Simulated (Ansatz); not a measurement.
## RbCl in Ansatz: the effect of functional

The system is RbCl.

```xyz
2
Lattice="0.0000 3.2740 3.2740 3.2740 0.0000 3.2740 3.2740 3.2740 0.0000" Properties=species:S:1:pos:R:3 pbc="T T T"
Rb    0.0000    0.0000    0.0000
Cl    3.2740    3.2740    3.2740
```

Alike in all runs:

| Item | Value |
| --- | --- |
| Program | Ansatz 0.2.0 |
| Task | single point |
| Potentials or basis | all-electron PAW datasets made for the crystal |
| k mesh | 6 × 6 × 6 |
| Occupations | fermi-dirac, width 0.05 eV |
| Spin | no spin polarisation |

| functional | cutoff | gap on the mesh (eV) | pressure (GPa) |
| --- | --- | --- | --- |
| PBEsol | 220 eV (chosen from the basis error) | 4.89 | 0.0 |
| HSE06 | 250 eV (chosen from the basis error) | ? | ? |
| PBE0 | 250 eV (chosen from the basis error) | 7.09 | 0.8 |

**Question.** What does the run with functional HSE06 give?

**Answer.** gap on the mesh 6.35 eV; pressure 0.9 GPa.

